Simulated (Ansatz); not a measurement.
# Random alloy of the diamond Si-C (dilute carbon) line, x = 0.0156 (64 atoms): relaxation and levels of theory

Which bonds does the relaxation leave, and how do the Kohn-Sham gap, forces and pressure change with k-mesh and functional?

Calculated with Ansatz 0.2.0: Kohn-Sham DFT, PBE, PAW (set soft_2), plane waves; cutoff 420 eV, k-mesh 2×2×2, fermi-dirac smearing of 0.025 eV.

**The cell**

The cell holds 64 atoms: 63 Si and 1 C. Its edges and angles: a = 10.877 Å, b = 10.877 Å, c = 10.877 Å, α = 90.0°, β = 90.0°, γ = 90.0°. It derives from Si (diamond Si-C (dilute carbon)) and C, repeated 2×2×2. Diamond Si-C (dilute carbon): 64 atoms, 1 of 64 Si sites given to C at random, cell and internal coordinates interpolated linearly between the end members (Vegard's rule); not relaxed, displaced by a Gaussian of 0.02 Å. Lattice constants are starting values near those of PBE.

Cell and atoms were relaxed with PBE. The walk converged after 4 steps by the program's count, with a largest force component of 0.0296 eV/Å; it began at an r.m.s. force component of 0.45 eV/Å. The edges went from 10.877, 10.877, 10.877 to 10.869, 10.869, 10.870 Å, and the volume from 20.108 to 20.065 Å³ an atom (-0.2 %).

The input of the reference single point:

```yaml
crystal:
  lattice:
    - [10.8692, 4.0e-05, -4.0e-05]
    - [4.0e-05, 10.86902, 2.0e-05]
    - [-4.0e-05, 2.0e-05, 10.86996]
  atoms:
    - { symbol: Si, position: [0.00616, 0.99407, 0.00047] }
    - { symbol: Si, position: [0.12497, 0.12488, 0.1252] }
    - { symbol: Si, position: [0.00034, 0.25063, 0.24994] }
    - { symbol: Si, position: [0.12557, 0.37814, 0.37218] }
    [... 58 atom lines left out ...]
    - { symbol: Si, position: [0.75016, 0.75023, 0.50003] }
    - { symbol: Si, position: [0.87808, 0.8749, 0.62801] }
kpoints:
  mp_grid: { grid: [2, 2, 2] }
hamiltonian:
  xc: pbe
scf:
  occupations: { method: fermi_dirac, width: 0.025 }
output:
  forces: true
  stress: true
  populations: true
  dos:
    method: { smearing: { sigma: 0.08 } }
    de: 0.05
    projected: { site_lists: { C: [C], Si: [Si] } }
  eigenvalues: true
  write_density: true
  write_potential: true
  volumetric_format: npy
```

**Bonds after relaxation**

Bonds by pair of elements; cutoffs follow the first minimum of g(r), held within bounds set by covalent radii, and pairs that aren't listed don't count as bonded:

```
pair A-B  cutoff (Å)  bonds  mean length (Å)  spread (Å)  shortest (Å)  B about A  A about B
   Si-Si        2.77    124             2.37        0.02          2.35       3.94       3.94
    Si-C        2.28      4             2.02           0          2.02      0.063          4
```

How many atoms have how many bonded neighbours:

```
element  mean   4
      C     4   1
     Si     4  63
```

**Levels of theory**

Single points at the relaxed geometry:

| functional | k-mesh | Kohn-Sham gap (eV) | pressure (GPa) | r.m.s. force component (eV/Å) | SCF cycles | time |
| --- | --- | --- | --- | --- | --- | --- |
| PBE | 2×2×2 | 0.581 | 0.03 | 0.008 | 7 | 65 s |
| PBE | 1×1×1 | 0.566 | 0.81 | 0.010 | 7 | 6.8 s |
| HSE06 | 1×1×1 | 1.213 | -0.86 | 0.017 | 17 | 95 s |
| r2SCAN | 2×2×2 | 0.767 | -1.33 | 0.013 | 8 | 1.8 min |
| PBEsol | 2×2×2 | 0.480 | -1.82 | 0.013 | 7 | 55 s |

The gap is that between the highest filled and lowest empty Kohn-Sham level on the run's k-points. Cutoffs: 420 eV for PBE, HSE06 and PBEsol; 500 eV for r2SCAN. Times come from shared hosts and are rough.

**Findings**

The Kohn-Sham gap is 0.58 eV with PBE on the 2×2×2 mesh. On the 1×1×1 mesh HSE06 changes the gap by +0.65 eV against PBE. Carrying that shift over to the 2×2×2 mesh gives 0.58 + 0.65 = 1.23 eV, an estimate that takes the shift to be alike at all k-points. On the reference's mesh the gap changes with r2SCAN by +0.19 eV and PBEsol by -0.10 eV. Against the reference the pressure changes with r2SCAN by -1.4 GPa and PBEsol by -1.8 GPa; a negative change means a smaller volume than PBE would take.

Limits: All single points share the geometry relaxed with PBE. One random arrangement of the atoms on their sites. In some runs the program notes that the exchange threshold is loose for the stress, the SCF threshold is loose for the stress and it cut back its work space to fit the memory limit.

[Logs are printed without paths, hosts, clocks, repeated set-up lines and the standing remarks that a program may print on its own settings, such as how far it seeks lower states.]

[Hosts, paths, dates, database ids (printed as entryN), source tags and the programs' standing remarks are cut or masked in the printed files.]
